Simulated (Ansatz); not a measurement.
# Ni2Ge: how the free axis answers a strain

Ni2Ge, P6_3/mmc, a = 3.972 Å, c = 5.014 Å. The structure is a Materials Project entry; whether it is the stable form wasn't checked. Ansatz: PBEsol, PAW, 420 eV, Γ-centred 12×12×8 mesh on 6 atoms, Gaussian smearing 0.10 eV; no spin polarisation. Series: biaxial strain in the a-b plane, c and atoms relaxed; x is the strain in per cent. y is the change of c in per cent of 5.014 Å.

| x (%) | y (%) |
| --- | --- |
| -3.0 | ? |
| -2.0 | 1.61 |
| -1.0 | 0.76 |
| 0.0 | 0.00 |
| 1.0 | -0.66 |
| 2.0 | -1.25 |
| 3.0 | -1.79 |

Task: Fit y = c1 x + c2 x² to the other rows, say what c1 measures, and predict the missing y.

Result: Least squares on the rows shown. y = −0.7179 x + 0.04185 x². With no stress along c, c1 = −2C13/C33 = -0.718. At x = -3.0 the fit asked for gives 2.53 %. The run gave 2.59 %, so the fit is 0.06 % too low, 1.4 % of the span of the series, against an rms of 0.01 % on the fitted rows. The row lies outside the fitted range. With a term in x³ added, a fit to the same known rows predicts 2.60 %, so most of the miss is curvature that the known rows already hold.